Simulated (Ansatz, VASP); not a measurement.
**One calculation of KNbO3, two programs**

```xyz
5
Lattice="4.0292 0.0000 0.0000 0.0000 4.0292 0.0000 0.0000 0.0000 4.0292" Properties=species:S:1:pos:R:3 pbc="T T T"
Nb    2.0146    2.0146    2.0146
K     0.0000    0.0000    0.0000
O     2.0146    2.0146    0.0000
O     2.0146    0.0000    2.0146
O     0.0000    2.0146    2.0146
```

Measurements of this composition are mostly on another form, of space group No. 38.

Alike in both runs: task single point; functional PBE; k mesh 7 × 7 × 7; occupations fermi-dirac, width 0.05 eV; no spin polarisation.

|  | VASP | Ansatz |
| --- | --- | --- |
| version | VASP 6.6.1 | Ansatz 0.2.0 |
| potentials or method | VASP PAW PBE potentials, release 64 (Nb_sv, K_sv, O) | Ansatz PAW |
| plane-wave cutoff (eV) | 520 | 420 |
| valence electrons in the cell | 40 | 40 |

|  | VASP | Ansatz | Ansatz less VASP |
| --- | --- | --- | --- |
| gap on the k mesh at the Fermi level (eV) | 1.56 | 1.58 | +0.018 |
| least direct gap on the mesh (eV) | 2.17 | 2.18 | +0.011 |
| pressure (GPa) | -0.5 | -0.4 | +0.11 |

With one functional, cell and mesh, what is left measures potentials, basis and numerics.

Caveats: an odd mesh through Γ misses points on the zone boundary, where band edges often lie (VASP); odd divisions of the mesh miss points on the zone boundary, where band edges often lie, so the gap on the mesh can be too wide (Ansatz); the pressure holds a Pulay correction of +0.5 GPa for the finite cutoff (Ansatz). PBE gaps usually lie below the measured ones, often by a third to a half.
